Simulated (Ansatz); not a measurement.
# Cs: the cost of one run

Computed with Ansatz 0.2.0 (DFT PBE, scalar-relativistic, plane waves, PAW, unless a step's input says otherwise).

2 further runs of the same task are left out: 2 that didn't finish.

### 1 The system as given

The structure is tetragonal, space group I4/mmm (No. 139). Conventional cell: a = 5.909 Å, b = 5.909 Å, c = 5.462 Å, α = 90.00°, β = 90.00°, γ = 90.00°.

Coordinates:

```cif
data_structure
_symmetry_space_group_name_H-M 'I4/mmm'
_symmetry_Int_Tables_number 139
_cell_length_a 5.9090
_cell_length_b 5.9090
_cell_length_c 5.4617
_cell_angle_alpha 90.000
_cell_angle_beta 90.000
_cell_angle_gamma 90.000
_cell_volume 190.70
loop_
_atom_site_label
_atom_site_type_symbol
_atom_site_symmetry_multiplicity
_atom_site_Wyckoff_symbol
_atom_site_fract_x
_atom_site_fract_y
_atom_site_fract_z
_atom_site_occupancy
Rb1 Rb 2 a 0.00000 0.00000 0.00000 1
```

The structure comes from the Materials Project (structure only).

### 2 Substitution of an element, cell strained: Rb → Cs, first probe

The change: Cs takes all sites of Rb, and lengths are scaled by 1.065 as a first guess of the size; strain xx, yy, zz, yz, xz, xy = +0.9, +0.9, +2.4, +0.0, +0.0, +0.0 %.

File input.yaml:

```yaml
crystal:
  lattice:
    - [-3.1777086874, 3.1777086874, 2.9807891287]
    - [3.1777086874, -3.1777086874, 2.9807891287]
    - [3.1777086874, 3.1777086874, -2.9807891287]
  atoms:
    - { symbol: Cs, position: [0.0, 0.0, 0.0] }
basis:
  ecutwfc: 420
kpoints:
  mp_grid: { grid: [4, 4, 4] }
hamiltonian:
  xc: pbe
scf:
  occupations: { method: gaussian, width: 0.1 }
output:
  forces: true
  stress: true
  eigenvalues: true
```

The run is started by

```
$ ansatz run input.yaml --threads 1 --pin off --max-ram 1331MiB --backend cpu --events-out ev --progress --plain --runs-dir out
```

Q: Estimate wall time and peak memory on 1 thread of an x86-64 CPU, shared host.

About 1.5 s, with a peak of 0.38 GiB.
